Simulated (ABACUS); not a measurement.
# HfO2 (Pca2_1) in ABACUS: equation of state, part 2 of 2

ABACUS 3.10.1.

## Step 4: Equation of state, PBE, 10.74 Å³/atom (volume scaled by 0.98)

File INPUT:

```
INPUT_PARAMETERS
suffix              HfO2
calculation         scf
basis_type          pw
pseudo_dir          ./
symmetry            1
dft_functional      pbe
ecutwfc             84
pseudo_rcut         10
nspin               1
nbands              58
ks_solver           dav
smearing_method     fd
smearing_sigma      0.00367493
scf_thr             1e-08
scf_nmax            100
mixing_type         broyden
mixing_beta         0.7
cal_force           1
cal_stress          1
kpar                4
```

File STRU:

```
ATOMIC_SPECIES
Hf 178.4900 Hf.upf
O 15.9990 O.upf

LATTICE_CONSTANT
1.8897261246

LATTICE_VECTORS
5.1844323491 0.0000000000 0.0000000000
0.0000000000 4.9711736599 0.0000000000
0.0000000000 0.0000000000 4.9989076225

ATOMIC_POSITIONS
Direct

Hf
0.0
4
0.9669940000 0.7325208200 0.7414403500 1 1 1
0.5330060000 0.7325208200 0.2414403500 1 1 1
0.4669940000 0.2674791800 0.7414403500 1 1 1
0.0330060000 0.2674791800 0.2414403500 1 1 1

O
0.0
8
0.6321274500 0.9286454000 0.8792672600 1 1 1
0.8678725500 0.9286454000 0.3792672600 1 1 1
0.2339485200 0.5398830500 0.4922923900 1 1 1
0.2660514800 0.5398830500 0.9922923900 1 1 1
0.7660514800 0.4601169500 0.9922923900 1 1 1
0.7339485200 0.4601169500 0.4922923900 1 1 1
0.1321274500 0.0713546000 0.8792672600 1 1 1
0.3678725500 0.0713546000 0.3792672600 1 1 1
```

File KPT:

```
K_POINTS
0
Gamma
5 6 5 0 0 0
```

On the command line:

```bash
$ OMP_NUM_THREADS=1 mpirun -np 4 abacus > log
```

Wall time 2.3 min (4 MPI ranks of Intel Xeon Platinum 8488C (Sapphire Rapids), shared host); peak memory 1.6 GiB.

The run converged. Its results:

```yaml
Free_energy: -9764.5927 eV
Pressure: 12.8 GPa
Largest_force: 0.141 eV/Å
Band_gap_on_the_k_mesh: 4.57 eV, indirect (least direct gap 4.78 eV)
```

Caveat: there are fewer bands than atomic start orbitals, so a level may be missed at k points of high symmetry; spin-orbit coupling is left out, which moves the levels of the heavy elements; an odd mesh through Γ misses points on the zone boundary, where band edges often lie.

## Step 5: Equation of state, PBE, 10.96 Å³/atom

INPUT is that of step 4.

STRU: that of step 4 with these lines changed.

```diff
@@ -8,5 +8,5 @@
 LATTICE_VECTORS
-5.1844323491 0.0000000000 0.0000000000
-0.0000000000 4.9711736599 0.0000000000
-0.0000000000 0.0000000000 4.9989076225
+5.2194633600 0.0000000000 0.0000000000
+0.0000000000 5.0047636900 0.0000000000
+0.0000000000 0.0000000000 5.0326850500
```

KPT is that of step 4.

On the command line:

```bash
$ OMP_NUM_THREADS=1 mpirun -np 4 abacus > log
```

Wall time 2.3 min (4 MPI ranks of Intel Xeon Platinum 8488C (Sapphire Rapids), shared host); peak memory 1.6 GiB.

It converged, with:

- Free energy: -9764.7551 eV
- Pressure: 7.0 GPa
- Largest force: 0.081 eV/Å
- Band gap on the k mesh: 4.50 eV, indirect (least direct gap 4.70 eV)

Caveat: there are fewer bands than atomic start orbitals, so a level may be missed at k points of high symmetry; spin-orbit coupling is left out, which moves the levels of the heavy elements; an odd mesh through Γ misses points on the zone boundary, where band edges often lie.

## Step 6: Equation of state, PBE, 11.17 Å³/atom (volume scaled by 1.02)

INPUT is that of step 5.

STRU: that of step 5 with these lines changed.

```diff
@@ -8,5 +8,5 @@
 LATTICE_VECTORS
-5.2194633600 0.0000000000 0.0000000000
-0.0000000000 5.0047636900 0.0000000000
-0.0000000000 0.0000000000 5.0326850500
+5.2540303499 0.0000000000 0.0000000000
+0.0000000000 5.0379087863 0.0000000000
+0.0000000000 0.0000000000 5.0660150614
```

KPT is that of step 5.

Potentials or basis: PseudoDojo NC SR 0.4.1 PBE standard, plane waves.

On the command line:

```bash
$ OMP_NUM_THREADS=1 mpirun -np 4 abacus > log
```

Run time: 2.5 min. Hardware: 4 MPI ranks of Intel Xeon Platinum 8488C (Sapphire Rapids), shared host; peak memory 1.6 GiB.

It converged, with:

```yaml
Free_energy: -9764.8280 eV
Pressure: 1.8 GPa
Largest_force: 0.087 eV/Å
Band_gap_on_the_k_mesh: 4.42 eV, indirect (least direct gap 4.63 eV)
```

Caveat: there are fewer bands than atomic start orbitals, so a level may be missed at k points of high symmetry; spin-orbit coupling is left out, which moves the levels of the heavy elements; an odd mesh through Γ misses points on the zone boundary, where band edges often lie.

## Step 7: Equation of state, PBE, 11.39 Å³/atom (volume scaled by 1.04)

INPUT is that of step 6.

STRU: that of step 6 with these lines changed.

```diff
@@ -8,5 +8,5 @@
 LATTICE_VECTORS
-5.2540303499 0.0000000000 0.0000000000
-0.0000000000 5.0379087863 0.0000000000
-0.0000000000 0.0000000000 5.0660150614
+5.2881483861 0.0000000000 0.0000000000
+0.0000000000 5.0706233964 0.0000000000
+0.0000000000 0.0000000000 5.0989121849
```

KPT is that of step 6.

On the command line:

```bash
$ OMP_NUM_THREADS=1 mpirun -np 4 abacus > log
```

It took 2.8 min on 4 MPI ranks of Intel Xeon Platinum 8488C (Sapphire Rapids), shared host; peak memory 1.6 GiB.

It converged, with:

| Item | Value |
| --- | --- |
| Free energy | -9764.8200 eV |
| Pressure | -2.8 GPa |
| Largest force | 0.139 eV/Å |
| Band gap on the k mesh | 4.35 eV, indirect (least direct gap 4.56 eV) |

Caveat: there are fewer bands than atomic start orbitals, so a level may be missed at k points of high symmetry; spin-orbit coupling is left out, which moves the levels of the heavy elements; an odd mesh through Γ misses points on the zone boundary, where band edges often lie.

## Step 8: Equation of state, PBE, 11.61 Å³/atom (volume scaled by 1.06)

INPUT is that of step 7.

STRU: that of step 7 with these lines changed.

```diff
@@ -8,5 +8,5 @@
 LATTICE_VECTORS
-5.2881483861 0.0000000000 0.0000000000
-0.0000000000 5.0706233964 0.0000000000
-0.0000000000 0.0000000000 5.0989121849
+5.3218317680 0.0000000000 0.0000000000
+0.0000000000 5.1029212315 0.0000000000
+0.0000000000 0.0000000000 5.1313902082
```

KPT is that of step 7.

On the command line:

```bash
$ OMP_NUM_THREADS=1 mpirun -np 4 abacus > log
```

Wall time 2.5 min (4 MPI ranks of Intel Xeon Platinum 8488C (Sapphire Rapids), shared host); peak memory 1.6 GiB.

The run converged. Its results:

```
Free energy            : -9764.7391 eV
Pressure               : -7.1 GPa
Largest force          : 0.197 eV/Å
Band gap on the k mesh : 4.28 eV, indirect (least direct gap 4.49 eV)
```

Caveat: there are fewer bands than atomic start orbitals, so a level may be missed at k points of high symmetry; spin-orbit coupling is left out, which moves the levels of the heavy elements; an odd mesh through Γ misses points on the zone boundary, where band edges often lie.

## Step 9: Equation of state, PBE

Potentials or basis: PseudoDojo NC SR 0.4.1 PBE standard, plane waves.

This step only gathers the single runs of the series.

Results:

- Equilibrium volume: 11.26 Å³/atom
- Bulk modulus at fixed shape and positions: 243 GPa
- Pressure derivative of the bulk modulus: 4.2

Energy against volume, from the lowest point:
| volume (Å³/atom) | energy (meV/atom) |
| --- | --- |
| 10.298 | 72.36 |
| 10.517 | 41.40 |
| 10.736 | 19.61 |
| 10.955 | 6.07 |
| 11.175 | 0.00 |
| 11.394 | 0.66 |
| 11.613 | 7.41 |

Caveat: the cell was scaled at fixed shape and fractional positions, which overstates the stiffness of a crystal with free parameters, most of all of layers and chains. The run has no spin-orbit coupling, so splittings on Hf are missing.
